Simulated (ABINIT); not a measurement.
MgS in ABINIT: convergence with k mesh

Input of the first run (k mesh 1 × 1 × 1); the others differ in this setting and in those tied to it:

File run.abi:

```
# Pseudopotentials
pp_dirpath "./"
pseudos "S.upf, Mg.upf"

# Structure
acell 3*1.0 Angstrom
rprim
     4.0346224068     0.0000000000     0.0000000000
    -2.0173112034     3.4940854990     0.0000000000
     0.0000000000     0.0000000000     6.4322941800
ntypat 2
znucl 16 12
natom 4
typat 1 1 2 2
xred
     0.6666666667     0.3333333333     0.8792441500
     0.3333333333     0.6666666667     0.3792441500
     0.3333333333     0.6666666667     0.9957548500
     0.6666666667     0.3333333333     0.4957548500

# Plane-wave basis
ecut 42.0

# k points
kptopt 1
ngkpt 1 1 1
nshiftk 1
shiftk 0.0 0.0 0.0

# Exchange and correlation
ixc 7

# Bands and occupations
nband 20
occopt 6
tsmear 0.1 eV

# SCF cycle
nstep 100
tolvrs 1.0e-10

# Output
iomode 3
prtwf 0
prtden 0
prteig 0
prtebands 0
enunit 1
```

Potentials or basis: PseudoDojo NC SR LDA v0.4.1 standard.

Launch:

```sh
$ abinit run.abi > log 2>&1
```

The cell comes from a database or a generator and needn't be the stable form of this composition.

Hardware: 1 thread of Arm Neoverse V2, on a shared host.

**Question.** The values tried are 1 × 1 × 1, 2 × 2 × 1, 3 × 3 × 1, 4 × 4 × 2, 5 × 5 × 2, 6 × 6 × 3, 7 × 7 × 3, 9 × 9 × 4, 10 × 10 × 4, loosest first. From which on does the energy stay within 1 meV/atom of the tightest run that finished?

**Answer.** From 5 × 5 × 2 on.

```tsv
k mesh	energy less the tightest run (meV/atom)	pressure (GPa)	largest force (eV/Å)	gap on the mesh (eV)	SCF cycles	CPU time (s)	peak memory (GiB)
1 × 1 × 1	1997.68	9.20	0.178	2.716	11	4.4	0.09
2 × 2 × 1	148.02	-1.16	0.004	3.086	10	6.5	0.09
3 × 3 × 1	-5.71	-2.11	0.054	3.132	11	14	0.09
4 × 4 × 2	4.07	-1.99	0.051	3.140	10	30	0.1
5 × 5 × 2	0.96	-2.02	0.053	3.143	10	44	0.11
6 × 6 × 3	0.30	-2.02	0.052	3.143	10	62	0.12
7 × 7 × 3	0.18	-2.02	0.052	3.143	10	74	0.13
9 × 9 × 4	0.00	-2.02	0.052	3.144	10	170	0.18
10 × 10 × 4	0.00	-2.02	0.052	3.144	10	190	0.19
```

Against the tightest run, the pressure stays within 0.1 GPa from 3 × 3 × 1 on; the largest force stays within 0.005 eV/Å from 3 × 3 × 1 on; the gap on the mesh stays within 0.01 eV from 4 × 4 × 2 on. Meshes of other sizes hit other points, so gaps and Fermi surfaces needn't settle smoothly. The tightest run that finished is the yardstick and may itself not be fully converged.
